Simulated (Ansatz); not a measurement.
The system is CsSnI3.

```xyz
5
Lattice="6.2057 0.0000 0.0000 0.0000 6.2057 0.0000 0.0000 0.0000 6.2057" Properties=species:S:1:pos:R:3 pbc="T T T"
Cs    0.0000    0.0000    0.0000
I     3.1029    3.1029    0.0000
I     3.1029    0.0000    3.1029
I     0.0000    3.1029    3.1029
Sn    3.1029    3.1029    3.1029
```

Base run:

| Item | Value |
| --- | --- |
| Program | Ansatz 0.2.0 |
| Functional | PBE |
| Potentials or basis | Ansatz PAW |
| Cutoff | 420 eV |
| Density cutoff | 1680 eV |
| k mesh | 4 × 4 × 4 |
| Occupations | fixed |
| Spin | no spin polarisation |

Its results: band gap on the k mesh 0.31 eV, direct.

Task: After a change of settings the same cell gave: band gap on the k mesh 0.42 eV, direct. Which change was it?
A. occupations from fixed to fermi-dirac, width 0.05 eV; spin from no spin polarisation to spin-orbit coupling, no magnetisation; potential files from those of the base run to others of the same set
B. functional from PBE to r2SCAN; cutoff from 420 eV to 500 eV; density cutoff from 1680 eV to 2000 eV; potential files from those of the base run to others of the same set
C. functional from PBE to PBEsol; potential files from those of the base run to others of the same set
D. functional from PBE to PBE0; potential files from those of the base run to others of the same set

Result: B.

r2SCAN gives the wider gap, since meta-GGAs in the generalised Kohn-Sham scheme recover part of the derivative discontinuity.

Caveats: spin-orbit coupling is left out, which moves the levels of the heavy elements; the cell was measured hot, at 500 K; the gap is small at this level, which inflates the dielectric constant (some runs).

Not every run made on this cell is shown here.
